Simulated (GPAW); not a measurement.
# Mn3Si (Fm-3m) in GPAW: single point with LDA

Aim: the single point of Mn3Si with LDA.

All numbers are computed with GPAW 26.7.0; they aren't measurements. Logs are shortened: lines on timing, memory, paths and dates and some standing lists are left out, and cuts for length are marked. The log counts tension as positive stress, the text compression.

## 1. The crystal as given

The structure is cubic, space group Fm-3m (No. 225). The conventional cell has a = 5.722 Å, b = 5.722 Å, c = 5.722 Å, α = 90.00°, β = 90.00°, γ = 90.00°. Around Mn (site symmetry -43m) lie 4 Mn at 2.48 Å and 4 Si at 2.48 Å. Mn (site symmetry m-3m) has 8 Mn at 2.48 Å as nearest neighbours. Around Si (site symmetry m-3m) lie 8 Mn at 2.48 Å.

## 2. Single point, LDA, collinear spin, ferromagnetic start

run.py reads:

```python
from ase.dft.bandgap import bandgap
from ase.io import read, write
from ase.units import GPa
from gpaw import GPAW, PW

atoms = read('POSCAR')
atoms.set_initial_magnetic_moments([5.0, 5.0, 5.0, 0.0])

calc = GPAW(mode=PW(450),
            xc='LDA',
            kpts={'size': (7, 7, 7), 'gamma': True},
            occupations={'name': 'fermi-dirac', 'width': 0.05},
            nbands=44,
            maxiter=120,
            txt='gpaw.txt')
atoms.calc = calc
energy = atoms.get_potential_energy()
forces = atoms.get_forces()
stress = atoms.get_stress()
calc.write('gs.gpw')
write('result.traj', atoms)
print(f'Energy: {energy:.6f} eV')
print('Forces (eV/A):')
print(forces.round(4))
print('Stress (GPa):', (stress / GPa).round(3))
print('Moments:', calc.get_magnetic_moments().round(3))
print('Fermi level:', round(calc.get_fermi_level(), 4), 'eV')
print(f'Gap: {bandgap(calc)[0]:.4f} eV, direct: {bandgap(calc, direct=True)[0]:.4f} eV')
```

POSCAR reads:

```
Mn3Si
1.0
    0.0000000000      2.8610000000      2.8610000000
    2.8610000000      0.0000000000      2.8610000000
    2.8610000000      2.8610000000      0.0000000000
Mn Si
3 1
Direct
    0.7500000000      0.7500000000      0.7500000000
    0.2500000000      0.2500000000      0.2500000000
    0.5000000000      0.5000000000      0.5000000000
    0.0000000000      0.0000000000      0.0000000000
```

Potentials or basis: the program's PAW data sets (release 1.2.1) made for this functional, pw.

Command:

```console
$ OMP_NUM_THREADS=1 python run.py
```

gpaw.txt:

```text
__  _  _
 | _ |_)|_||  |
 |__||  | ||/\| - 26.7.0

Input parameters:
  mode=PW(ecut=450.00000000000006),
  kpts=MonkhorstPack(size=(7, 7, 7), gamma=True),
  maxiter=120,
  nbands=44,
  occupations=Occupations(name='fermi-dirac', width=0.05),
  xc=XC(name='LDA')

Diagonalizing LCAO Hamiltonian
Converting LCAO to pw mode

                    Mn

                Mn

           Mn

       Si

Atoms  # Å, Bohr magnetons
|   | symbol |        x |        y |        z |    initial magnetic moments |
|---|--------|----------|----------|----------|-----------------------------|
| 0 |     Mn | 4.291500 | 4.291500 | 4.291500 | ( 0.0000,  0.0000,  5.0000) |
| 1 |     Mn | 1.430500 | 1.430500 | 1.430500 | ( 0.0000,  0.0000,  5.0000) |
| 2 |     Mn | 2.861000 | 2.861000 | 2.861000 | ( 0.0000,  0.0000,  5.0000) |
| 3 |     Si | 0.000000 | 0.000000 | 0.000000 | ( 0.0000,  0.0000,  0.0000) |

Unit cell  # Å
| periodic |        x |        y |        z |  lengths |    angles |
|----------|----------|----------|----------|----------|-----------|
|      yes | 0.000000 | 2.861000 | 2.861000 | 4.046065 | 60.000000 |
|      yes | 2.861000 | 0.000000 | 2.861000 | 4.046065 | 60.000000 |
|      yes | 2.861000 | 2.861000 | 0.000000 | 4.046065 | 60.000000 |

Number of symmetries: 48
Symmetry operations  # r_c * U_cc + t_c -> r_c
|    | kind |            matrix            |
|----|------|------------------------------|
|  0 |  σ   |  1, 0, 0,  1, 0,-1,  1,-1, 0 |
|  1 |  C2  |  1, 0, 0,  1,-1, 0,  1, 0,-1 |
|  2 |  E   |  1, 0, 0,  0, 1, 0,  0, 0, 1 |
|  3 |  σ   |  1, 0, 0,  0, 0, 1,  0, 1, 0 |
|  4 |  C4  |  1, 0,-1,  1, 0, 0,  1,-1, 0 |
|  5 |  S6  |  1, 0,-1,  1,-1, 0,  1, 0, 0 |
|  6 |  σ   |  1, 0,-1,  0, 1,-1,  0, 0,-1 |
|  7 |  C3  |  1, 0,-1,  0, 0,-1,  0, 1,-1 |
|  8 |  S6  |  1,-1, 0,  1, 0, 0,  1, 0,-1 |
|  9 |  C4  |  1,-1, 0,  1, 0,-1,  1, 0, 0 |
| 10 |  C3  |  1,-1, 0,  0,-1, 1,  0,-1, 0 |
| 11 |  σ   |  1,-1, 0,  0,-1, 0,  0,-1, 1 |
| 12 |  σ   |  0, 1, 0,  1, 0, 0,  0, 0, 1 |
| 13 |  C4  |  0, 1, 0,  0, 1,-1, -1, 1, 0 |
| 14 |  C3  |  0, 1, 0,  0, 0, 1,  1, 0, 0 |
| 15 |  S6  |  0, 1, 0, -1, 1, 0,  0, 1,-1 |
| 16 |  C2  |  0, 1,-1,  1, 0,-1,  0, 0,-1 |
| 17 |  σ   |  0, 1,-1,  0, 1, 0, -1, 1, 0 |
| 18 |  S4  |  0, 1,-1,  0, 0,-1,  1, 0,-1 |
| 19 |  C4  |  0, 1,-1, -1, 1, 0,  0, 1, 0 |
| 20 |  C3  |  0, 0, 1,  1, 0, 0,  0, 1, 0 |
| 21 |  σ   |  0, 0, 1,  0, 1, 0,  1, 0, 0 |
| 22 |  S6  |  0, 0, 1,  0,-1, 1, -1, 0, 1 |
| 23 |  C4  |  0, 0, 1, -1, 0, 1,  0,-1, 1 |
| 24 |  S4  |  0, 0,-1,  1, 0,-1,  0, 1,-1 |
| 25 |  C3  |  0, 0,-1,  0, 1,-1,  1, 0,-1 |
| 26 |  C2  |  0, 0,-1,  0,-1, 0, -1, 0, 0 |
| 27 |  S6  |  0, 0,-1, -1, 0, 0,  0,-1, 0 |
| 28 |  S4  |  0,-1, 1,  1,-1, 0,  0,-1, 0 |
| 29 |  C4  |  0,-1, 1,  0, 0, 1, -1, 0, 1 |
| 30 |  C2  |  0,-1, 1,  0,-1, 0,  1,-1, 0 |
| 31 |  σ   |  0,-1, 1, -1, 0, 1,  0, 0, 1 |
| 32 |  C3  |  0,-1, 0,  1,-1, 0,  0,-1, 1 |
| 33 |  S6  |  0,-1, 0,  0, 0,-1, -1, 0, 0 |
| 34 |  S4  |  0,-1, 0,  0,-1, 1,  1,-1, 0 |
| 35 |  C2  |  0,-1, 0, -1, 0, 0,  0, 0,-1 |
| 36 |  C2  | -1, 1, 0,  0, 1, 0,  0, 1,-1 |
| 37 |  S6  | -1, 1, 0,  0, 1,-1,  0, 1, 0 |
| 38 |  S4  | -1, 1, 0, -1, 0, 1, -1, 0, 0 |
| 39 |  C3  | -1, 1, 0, -1, 0, 0, -1, 0, 1 |
| 40 |  S6  | -1, 0, 1,  0, 0, 1,  0,-1, 1 |
| 41 |  C2  | -1, 0, 1,  0,-1, 1,  0, 0, 1 |
| 42 |  C3  | -1, 0, 1, -1, 1, 0, -1, 0, 0 |
| 43 |  S4  | -1, 0, 1, -1, 0, 0, -1, 1, 0 |
| 44 |  C2  | -1, 0, 0,  0, 0,-1,  0,-1, 0 |
| 45 |  i   | -1, 0, 0,  0,-1, 0,  0, 0,-1 |
| 46 |  σ   | -1, 0, 0, -1, 1, 0, -1, 0, 1 |
| 47 |  C2  | -1, 0, 0, -1, 0, 1, -1, 1, 0 |

BZ-sampling:
  Number of BZ points: 343
  Number of IBZ points: 20

  Monkhorst-Pack size: [7, 7, 7]
  Monkhorst-Pack shift: [0, 0, 0]

K-points  # in reciprocal-cell coordinates
|     |                                coordinates |     weight |
|-----|--------------------------------------------|------------|
|   0 | (  0.00000000,   0.00000000,   0.00000000) | 0.00291545 |
|   1 | (  0.14285714,   0.14285714,   0.00000000) | 0.01749271 |
|   2 | (  0.14285714,   0.14285714,   0.14285714) | 0.02332362 |
|   3 | (  0.28571429,   0.14285714,   0.14285714) | 0.03498542 |
|   4 | (  0.28571429,   0.28571429,   0.00000000) | 0.01749271 |
|   5 | (  0.28571429,   0.28571429,   0.14285714) | 0.06997085 |
|   6 | (  0.28571429,   0.28571429,   0.28571429) | 0.02332362 |
|   7 | (  0.42857143,  -0.28571429,  -0.28571429) | 0.03498542 |
|   8 | (  0.42857143,   0.28571429,  -0.42857143) | 0.13994169 |
|   9 | (  0.42857143,   0.28571429,  -0.28571429) | 0.06997085 |
| ... |                                            |            |
|  19 | (  0.42857143,   0.42857143,   0.42857143) | 0.02332362 |

Plane wave coefficients: 1024
Cutoff: 450.00000000000006 eV

Spin-components: 2 (collinear spins)
Bands:           44
Projectors:      23
Spin-degeneracy: 1
Datatype:        complex128

Parallelization:
  kpt:    1
  domain: 1
  band:   1

Density:
  Valence electrons: 49.0
  Components: 2
  Grid points: [20 20 20]
  Charge: 0.0  # |e|

Potential:
  Grid points: [20 20 20]

species:
  Mn:
    name:    Manganese
    Z:       25.0
    valence: 15
    core:    10
    charge:  0.0  # [|e|]
    compensation charges:
      type: gauss
      rc: 0.38  # [Å]
      lmax: 2
    cutoffs:
      filter: 2.14  # [Å]
      core: 0.86  # [Å]
    projectors
    | kind |    occ | energy [eV] | rcut [Å] |
    |------|--------|-------------|----------|
    |   3s |  2.000 |     -85.387 |    1.275 |
    |   4s |  2.000 |      -5.282 |    1.275 |
    |   3p |  6.000 |     -54.493 |    1.281 |
    |   4p |  0.000 |      -1.471 |    1.281 |
    |   3d |  5.000 |      -7.009 |    1.138 |
    |    d |        |      20.203 |    1.138 |

    Using partial waves for Mn as LCAO basis

  Si:
    name:    Silicon
    Z:       14.0
    valence: 4
    core:    10
    charge:  0.0  # [|e|]
    compensation charges:
      type: gauss
      rc: 0.33  # [Å]
      lmax: 2
    cutoffs:
      filter: 1.86  # [Å]
      core: 2.06  # [Å]
    projectors
    | kind |    occ | energy [eV] | rcut [Å] |
    |------|--------|-------------|----------|
    |   3s |  2.000 |     -10.878 |    1.058 |
    |   3p |  2.000 |      -4.162 |    1.058 |
    |    s |        |      16.334 |    1.058 |
    |    p |        |      23.049 |    1.058 |
    |    d |        |       0.000 |    1.058 |

    Using partial waves for Si as LCAO basis

Reference energy: -102225.129105  # eV

eigensolver:
  PPCG
  Converge bands: occupied
  niter=2

density mixing:
  MSR1-Mixer
  Pratt-step length: 0.05
  Maximum mixing coefficient: 0.75
  Old densities: 10
  SVD Regularization: 0.005
  Good broyden scale: 1.0
  Trust region scale: 1.0
  Backstep threshold: 4.0
  History deletion threshold: 6.0
  Fourier metric: weight=20.0, sigma=0.015

occupation numbers:
  Fermi-Dirac:
    width: 0.0500  # eV

poisson solver:
  ecut: 3600.0000000000005  # eV

xc functional:
  name: None

convergence criteria:
- Maximum [total energy] change in last 3 cyles: 0.0005 eV / valence electron
- Maximum integral of absolute [dens]ity change: 0.0001 electrons / valence electron
- Maximum integral of absolute [eigenst]ate change: 4e-08 eV^2 / valence electron
maximum number of iterations: 120

SCF iterations
|iter     | |      energy | eigst |  dens |  magmom |
|---------|-|-------------|-------|-------|---------|
|iter:   1| |  -35.075060 | +0.46 |       | +15.0289|
|iter:   2| |  -35.361799 | -1.82 | -0.85 | +14.7343|
|iter:   3| |  -39.998187 | -1.59 | -0.88 | +11.2792|
|iter:   4| |  -49.786178 | -1.17 | -0.84 | +10.2353|
|iter:   5| |  -41.810179 | -0.99 | -0.46 |  +6.3391|
|iter:   6| |  -39.162925 | -1.38 | -0.85 |  +1.7350|
|iter:   7| |  -39.254474 | -2.85 | -1.24 |  +2.1975|
|iter:   8| |  -39.525246 | -2.85 | -1.45 |  +2.1482|
|iter:   9| |  -39.396054 | -2.93 | -1.41 |  +1.4762|
|iter:  10| |  -39.444733 | -3.58 | -1.68 |  +1.7733|
|iter:  11| |  -39.496164 | -3.55 | -1.79 |  +1.9145|
|iter:  12| |  -39.518141 | -3.45 | -1.76 |  +1.4630|
|iter:  13| |  -39.519621c| -3.42 | -1.96 |  +1.0295|
|iter:  14| |  -39.521816c| -3.83 | -2.15 |  +1.2160|
|iter:  15| |  -39.522620c| -5.48 | -2.58 |  +1.1250|
|iter:  16| |  -39.524231c| -4.81 | -2.89 |  +1.0348|
|iter:  17| |  -39.524038c| -5.91 | -2.94 |  +1.0531|
|iter:  18| |  -39.524020c| -7.21 | -3.52 |  +1.0588|
|iter:  19| |  -39.523964c| -7.32 | -3.95 |  +1.0637|
|iter:  20| |  -39.523984c| -8.21c| -4.43c|  +1.0616|

Converged in 20 steps
Energy contributions relative to reference atoms: (reference = -102225.129105)

Energy contributions:
  Kinetic:          -8.035396
  Coulomb:           7.794907
  Zero:              0.572668
  External:          0.000000
  Xc:              -39.839409
  Entropy:          -0.033507
  Spinorbit:         0.000000
  ----------------------------
  Free energy:     -39.540737
  Extrapolated:    -39.523984

dipole moment: (-12.414322, -12.414322, -12.414322)  # |e|*Ang

Total magnetic moment: (0.000000, 0.000000, 1.061634)

Local magnetic moments
|        x |        y |         z |
|----------|----------|-----------|
| 0.000000 | 0.000000 | -0.669178 |  # Mn   0
| 0.000000 | 0.000000 | -0.669178 |  # Mn   1
| 0.000000 | 0.000000 |  2.316668 |  # Mn   2
| 0.000000 | 0.000000 |  0.032367 |  # Si   3

Fermi level: 9.866
Eigenvalues  # (at kpt = [0.000, 0.000, 0.000])
| band index |      eig [eV] | occ [0-1] |      eig [eV] | occ [0-1] |
|------------|---------------|-----------|---------------|-----------|
|          0 |       -69.747 |     1.000 |       -68.657 |     1.000 |
|        ... |               |           |               |           |
|         13 |         6.102 |     1.000 |         5.993 |     1.000 |
|         14 |         6.102 |     1.000 |         5.993 |     1.000 |
|         15 |         6.256 |     1.000 |         5.993 |     1.000 |
|         16 |         6.256 |     1.000 |         6.517 |     1.000 |
|         17 |         6.256 |     1.000 |         6.517 |     1.000 |
|         18 |         7.338 |     1.000 |         8.478 |     1.000 |
|         19 |         7.338 |     1.000 |         8.478 |     1.000 |
|         20 |         7.338 |     1.000 |         8.478 |     1.000 |
|         21 |         9.896 |     0.353 |        10.069 |     0.017 |
|         22 |         9.896 |     0.353 |        10.069 |     0.017 |
|         23 |        10.574 |     0.000 |        10.069 |     0.017 |
|         24 |        10.574 |     0.000 |        10.663 |     0.000 |
|         25 |        10.574 |     0.000 |        10.663 |     0.000 |
|         26 |        11.158 |     0.000 |        11.433 |     0.000 |
|         27 |        11.158 |     0.000 |        11.433 |     0.000 |
|         28 |        13.249 |     0.000 |        13.511 |     0.000 |
|        ... |               |           |               |           |
|         43 |        33.822 |     0.000 |        33.905 |     0.000 |

No gap
No difference between direct/indirect transitions

Forces  # eV/Ang
|        x |        y |        z |
|----------|----------|----------|
|  0.00000 |  0.00000 | -0.00000 |  # Mn   0
| -0.00000 | -0.00000 |  0.00000 |  # Mn   1
|  0.00000 |  0.00000 |  0.00000 |  # Mn   2
| -0.00000 |  0.00000 |  0.00000 |  # Si   3

Stress tensor  # eV/Ang^3
|         x |         y |         z |
|-----------|-----------|-----------|
|  0.144673 |  0.000000 | -0.000000 |
|  0.000000 |  0.144673 | -0.000000 |
| -0.000000 | -0.000000 |  0.144673 |

# Writing to gs.gpw (mode='')
```

Wall time 59 s (1 thread of Arm Neoverse V2, shared host); peak memory 0.18 GiB.

What came out:

```yaml
Free_energy: -39.5407 eV
Pressure: -23.2 GPa
Band_gap_on_the_k_mesh: none (metal or under the smearing width)
Net_moment: 1.06 μB per cell
Site_moments: Mn -0.67, +2.32; Si +0.03 μB
```

Caveat: the cutoff is short for stress and forces, so pressures can be off by a GPa or more; so large a pressure means that the cell lies far from this level's equilibrium, or that cutoff or potentials fall short.
